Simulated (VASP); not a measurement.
# W: relaxed cell and band gap, by functional

W, Im-3m (no. 229), 1 atom in the cell.

| Functional | Volume (Å³/atom) | Change from the starting volume (fraction) | Gap, path and mesh (eV) | Time (s) |
|---|---|---|---|---|
| TM (libxc) | 15.90 | 0.003 | 0.00 | 125 |
| tau-HCTH (libxc) | 15.36 | -0.031 | 0.00 | 104 |
| M11-L (libxc) | 15.70 | -0.009 | 0.00 | 590 |
| PKZB (libxc) | 16.00 | 0.010 | 0.00 | 203 |
| r2SCAN (libxc) | 15.99 | 0.009 | 0.00 | 115 |

## Input of the first row

INCAR.step1:
```
SYSTEM = W
ALGO     = Normal         ! electronic algorithm
EDIFF    = 1E-5           ! SCF threshold, eV
ENCUT    = 600            ! plane-wave cutoff, eV
GGA      = PE             ! functional
GGA_COMPAT= .FALSE.      
ISIF     = 2              ! what is computed and relaxed
ISMEAR   = 1              ! smearing method
KPAR     = 2            
LASPH    = .TRUE.         ! aspherical terms in the spheres
LCHARG   = .FALSE.        ! write CHGCAR
LREAL    = .FALSE.        ! projectors in reciprocal space
LWAVE    = .TRUE.         ! write WAVECAR
NELM     = 150            ! most SCF steps
PREC     = Accurate       ! precision mode
SIGMA    = 0.1            ! smearing width, eV
```

INCAR.step2, as INCAR.step1 but for:
```
- EDIFF = 1E-5
- GGA = PE
- ISIF = 2
- LWAVE = .TRUE.
+ EDIFF = 1E-7
+ EDIFFG = -0.005
+ IBRION = 2
+ ISIF = 3
+ ISTART = 1
+ LIBXC1 = MGGA_X_TM
+ LIBXC2 = MGGA_C_TM
+ LMIXTAU = .TRUE.
+ LWAVE = .FALSE.
+ METAGGA = LIBXC
+ NSW = 60
```

INCAR.step3, as INCAR.step2 but for:
```
- ISTART = 1
- NSW = 60
+ NSW = 40
```

INCAR.step4, as INCAR.step3 but for:
```
- EDIFFG = -0.005
- IBRION = 2
- ISIF = 3
- NSW = 40
+ ISIF = 2
+ NBANDS = 13
```

KPOINTS:
```
k-points
0
Gamma
  12 12 12
```

KPOINTS_OPT:
```
path GHNGPH,PN
8
line-mode
reciprocal
 0.0000000000  0.0000000000  0.0000000000  G
 0.5000000000 -0.5000000000  0.5000000000  H

 0.5000000000 -0.5000000000  0.5000000000  H
 0.0000000000  0.0000000000  0.5000000000  N

 0.0000000000  0.0000000000  0.5000000000  N
 0.0000000000  0.0000000000  0.0000000000  G

 0.0000000000  0.0000000000  0.0000000000  G
 0.2500000000  0.2500000000  0.2500000000  P

 0.2500000000  0.2500000000  0.2500000000  P
 0.5000000000 -0.5000000000  0.5000000000  H

 0.2500000000  0.2500000000  0.2500000000  P
 0.0000000000  0.0000000000  0.5000000000  N
```

POSCAR.step1:
```
W
1.0
   -1.5823450000      1.5823450000      1.5823450000
    1.5823450000     -1.5823450000      1.5823450000
    1.5823450000      1.5823450000     -1.5823450000
W
1
Direct
    0.0000000000      0.0000000000      0.0000000000
```

Commands (each step's output is kept before the next begins):
```
cat potpaw_PBE.64/W_sv/POTCAR > POTCAR
cp INCAR.step1 INCAR
cp POSCAR.step1 POSCAR
mpirun -np 2 vasp_std > vasp.out
cp INCAR.step2 INCAR
mpirun -np 2 vasp_std > vasp.out
cp CONTCAR POSCAR
rm WAVECAR CHG
cp INCAR.step3 INCAR
mpirun -np 2 vasp_std > vasp.out
cp CONTCAR POSCAR
rm WAVECAR CHG
cp INCAR.step4 INCAR
mpirun -np 2 vasp_std > vasp.out
```

Changes of the last row against the first:
```
- LIBXC1 = MGGA_X_TM
- LIBXC2 = MGGA_C_TM
+ LIBXC1 = MGGA_X_R2SCAN
+ LIBXC2 = MGGA_C_R2SCAN
```

VASP 6.6.1 took 125 s on 2 cores (Intel Xeon Platinum 8488C (Sapphire Rapids)), a shared host.
